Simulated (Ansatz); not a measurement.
TiTe2:

```
Te Ti
1.0
     3.77700    0.00000    0.00000
    -1.88850    3.27098    0.00000
     0.00000    0.00000    6.49800
Te Ti
2 1
Cartesian
  0.0000 2.1807 4.7903
  1.8885 1.0903 1.7077
  0.0000 0.0000 0.0000
```

Below is the output of Ansatz 0.2.0 for this cell. Logs are shortened: lines on timing, memory, paths and dates and some standing lists are left out, and cuts for length are marked.

```text
Warning: RAYON_NUM_THREADS=2 ignored (pool sized by the plan → 2); use --threads N
Engine: ansatz 0.2.0, aarch64-unknown-linux-gnu
Pseudopotentials: kind: paw
Pseudopotential: Te, paw, valence charge 16, recommended cutoff 420 eV (normal), Te.paw.azcp
Pseudopotential: Ti, paw, valence charge 12, recommended cutoff 420 eV (normal), Ti.paw.azcp
Functional definition: PBE
  parameter kappa = 0.804
  parameter beta = 0.06672455060314922
  exchange = pbe_x(kappa = kappa, mu = beta*pi^2/3)
  correlation = pbe_c(beta = beta)
Crystal: 3 atoms, lattice volume = 80.279 Å³
Basis set: ecut = 500 eV, 2027 PW (Γ), exchange–correlation on 60×60×96 points (8 copies of the dense FFT grid, shifted against one another)
Bands: 27, of which v1, the nominal top of the filled ones, is band 22 counted from 1 (21 counted from 0)
Symmetry: 12 space group operations
Space group: P-3m1 (ITA 164), of the structure as read, at distance tolerance 4.3e-5 Å
k-points: 35 of 256
Non-local potential: Te, projectors of the file, l = 0: 2, l = 1: 2, l = 2: 2, l = 3: 2
Non-local potential: Ti, projectors of the file, l = 0: 3, l = 1: 2, l = 2: 3, l = 3: 1
PAW form: soft (Blöchl's): semilocal exchange-correlation on the pseudo side does not see the compensation charge
PAW one-centre angular grid: Te, 590 points (default); XC on 64 Gauss nodes
PAW one-centre angular grid: Ti, 590 points (default); XC on 64 Gauss nodes
Initial density: superposition of atomic densities (neutral atoms: chi_scale 0, normalization atom), corrected by the library's trained network
Initial wavefunctions: pseudopotential atomic-orbital guess
Functional: x = pbe(κ = 0.804, μ = 0.2195149727645171), c = pbe(β = 0.06672455060314922)
SCF iter   1: F=—  HF=-16461.687063 eV  |F-HF|=—  |Δ(HF+E_count)|=         —  Δρ=3.20e-3  dr2=1.46e-2  ethr=1.77e-3  ⟨swp⟩=6.1  Hψ=4260  notcnv=0
preconditioner: auto → LDOS  [metal: Δε(μ)=0.058 eV  Ē_g=6.304 eV  σ=0.050 eV  W_gap=0.28  n_scr=22 (ndim 8)  ℏωp=16.6 eV  f_vac=0.013  D(μ)=1.36/eV (n_scr^D=2)  β→1.0]
SCF iter   2: F=—  HF=-16461.687719 eV  |F-HF|=—  |Δ(HF+E_count)|=   6.57e-4  Δρ=3.51e-3  dr2=1.97e-2  ethr=3.32e-5  ⟨swp⟩=2.3  Hψ=2046  notcnv=0
SCF iter   3: F=—  HF=-16461.685531 eV  |F-HF|=—  |Δ(HF+E_count)|=   2.19e-3  Δρ=4.48e-4  dr2=3.40e-4  ethr=3.32e-5  ⟨swp⟩=2.3  Hψ=1215  notcnv=0
SCF iter   4: F=—  HF=-16461.685523 eV  |F-HF|=—  |Δ(HF+E_count)|=   7.55e-6  Δρ=1.12e-4  dr2=1.76e-5  ethr=7.74e-7  ⟨swp⟩=2.1  Hψ=1145  notcnv=0
SCF iter   5: F=—  HF=-16461.685477 eV  |F-HF|=—  |Δ(HF+E_count)|=   4.62e-5  Δρ=3.80e-5  dr2=2.82e-6  ethr=4.01e-8  ⟨swp⟩=2.0  Hψ=1677  notcnv=0
SCF iter   6: F=-16461.685476 eV  HF=-16461.685476 eV  |F-HF|=3.35e-8  |Δ(HF+E_count)|=   3.55e-7  Δρ=8.93e-6  dr2=3.28e-8  ethr=2.27e-10  ⟨swp⟩=5.0  Hψ=4669  notcnv=0
SCF 1 converged in 6 iterations: F = -16461.685476 eV  dr2 = 3.28e-8
  greatest PAW one-centre occupation: 0.999 electrons in one spin orbital (limit 2), on the Ti atom at site 2 (counted from 0), in its partial waves of l = 0
SCF converged after 6 iterations
Free energy (F): -16461.685476 eV
Harris-Foulkes:  -16461.685476 eV  (|F-HF|=3.35e-8)
Internal energy: -16461.674042 eV  (E = F + TS)
E sigma→0 (E₀):  -16461.679759 eV
Entropy (-TS):   -0.011434 eV (-3.811 meV/atom)
Fermi energy:    10.260365 eV
--- Per-component energies (eV) ---
  E_band       = -668.465221
  E_kinetic    = 633.265260
  E_local      = -3434.166825  (includes V_loc(G=0)·N_el)
  E_nonlocal   = -611.995518
  E_hartree    = 2003.346372
  E_xc         = -346.553353
  E_vxc        = -330.955416  (∫ρ·V_xc dr)
  E_paw        = -10372.628297  (= ΣΔE_a)
  E_vpaw       = -931.312627  (= ΣTr[D̂ρ^β])
  E_aug_tail   = 0.000010  (compensation charges beyond the density's cutoff)
  E_ewald      = -4332.941691
  E_smearing   = -0.011434  (= −TS)
  E_closure    = -0.000000  (closes the sum)
  Σ components = -16461.685476   (vs F -16461.685476, Δ=0.00e0)
--- Forces (eV/Å), atoms counted from 1 ---
  atom   1  Te     0.00000000    -0.00000000    -0.01127591
  atom   2  Te     0.00000000     0.00000000     0.01127591
  atom   3  Ti     0.00000000     0.00000000     0.00000000
  max |Σ_I F_I| component: 1.73e-18 eV/Å
--- Stress (GPa, compression-positive) ---
        0.714822      -0.000000      -0.000000
        0.000000       0.714822       0.000000
       -0.000000       0.000000       1.276941
  P = ⅓ Tr σ = 0.9022 GPa (9.022 kbar)
--- Band table (eV; the first three rows and the last of 35) ---
  k-point 0: bands = ["-47.1931", "-26.2435", "-26.2435", "-26.2395", "-26.2395", "-26.2211", "-26.2211", "-26.2194", "-26.2194", "-26.2126", "-26.2105", "-23.4428", "-23.4428", "-23.4170", "-2.1360", "-0.6318", "5.0471", "8.5929", "8.5929", "10.6209", "10.6684", "10.6684", "10.8402", "11.3387", "11.3387", "13.3271", "13.3271"]
  k-point 1: bands = ["-47.1931", "-26.2447", "-26.2447", "-26.2386", "-26.2386", "-26.2207", "-26.2207", "-26.2195", "-26.2195", "-26.2123", "-26.2108", "-23.4428", "-23.4428", "-23.4170", "-1.9750", "-0.9259", "5.6863", "8.6277", "8.6277", "9.2524", "10.6626", "10.6626", "11.1718", "11.1718", "11.2175", "13.5478", "13.5478"]
  k-point 2: bands = ["-47.1931", "-26.2456", "-26.2456", "-26.2379", "-26.2379", "-26.2201", "-26.2201", "-26.2198", "-26.2198", "-26.2116", "-26.2115", "-23.4428", "-23.4428", "-23.4170", "-1.6220", "-1.3992", "6.9705", "7.6297", "8.6647", "8.6647", "10.6578", "10.6578", "11.0219", "11.0219", "11.2912", "13.7575", "13.7575"]
  k-point 34: bands = ["-47.1901", "-26.2450", "-26.2380", "-26.2365", "-26.2341", "-26.2231", "-26.2226", "-26.2206", "-26.2192", "-26.2060", "-26.2058", "-23.4809", "-23.4672", "-23.3960", "-0.1684", "-0.0727", "5.8927", "6.1064", "7.0471", "7.2812", "8.4643", "8.7158", "10.9731", "11.3712", "11.4412", "12.8953", "13.5522"]
```

**Question.** What input gives this log?

**Answer.** Single point with PBE, no spin polarisation. The files as run (others can give the same):

input.yaml
```yaml
crystal:
  lattice:
    - [3.777, 0.0, 0.0]
    - [-1.8885, 3.2709779501, 0.0]
    - [0.0, 0.0, 6.498]
  atoms:
    - { symbol: Te, position: [0.3333333333, 0.6666666667, 0.7372] }
    - { symbol: Te, position: [0.6666666667, 0.3333333333, 0.2628] }
    - { symbol: Ti, position: [0.0, 0.0, 0.0] }
hamiltonian:
  xc: pbe
  pseudopotentials: { kind: paw }
kpoints:
  mp_grid: { grid: [8, 8, 4] }
scf:
  occupations: { method: fermi_dirac, width: 0.05 }
basis:
  ecutwfc: "500 eV"
output:
  forces: true
  stress: true
  eigenvalues: true
```

Potentials or basis: Ansatz PAW.
Run with:
```sh
$ ansatz run input.yaml --threads 2 --pin off --max-ram 5120MiB --backend cpu --events-out ev --progress --plain --runs-dir out
```

Caveat: this functional lacks dispersion, which binds the layers, so the pressure and a relaxed spacing across them are unreliable.
